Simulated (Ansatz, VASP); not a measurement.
Two plane-wave programs on SnSe2 (SnSe2, measured cell)

```
Sn Se
1.0
     3.81100    0.00000    0.00000
    -1.90550    3.30042    0.00000
     0.00000    0.00000    6.13600
Sn Se
1 2
Direct
  0.00000 0.00000 0.00000
  0.33333 0.66667 0.25702
  0.66667 0.33333 0.74298
```

Alike in both runs: functional LDA; k mesh 10 × 10 × 6; no spin polarisation.

Ansatz relaxed the structure, and its values are those at the end. VASP's run is a single point on that final structure, the one shown.

```csv
,VASP,Ansatz
version,VASP 6.6.1,Ansatz 0.2.0
potentials or method,"VASP PAW LDA potentials, release 64 (Sn_d, Se)","scalar-relativistic, plane waves, PAW"
plane-wave cutoff (eV),520,440
occupations,"gaussian, width 0.01 eV",fixed
valence electrons in the cell,26,46
```

```tsv
	VASP	Ansatz	Ansatz less VASP
gap on the k mesh at the Fermi level (eV)	0.49	0.48	-0.011
least direct gap on the mesh (eV)	0.90	0.89	-0.015
pressure (GPa)	-0.9	-1.0	-0.17
rms of the force components (eV/Å)	0.012	0.000	-0.0116
```

The two sets of potentials don't hold the same shells in valence. Ansatz warned: «metallic_iterate».

Caveats: spin-orbit coupling is left out, which moves the levels of the heavy elements.
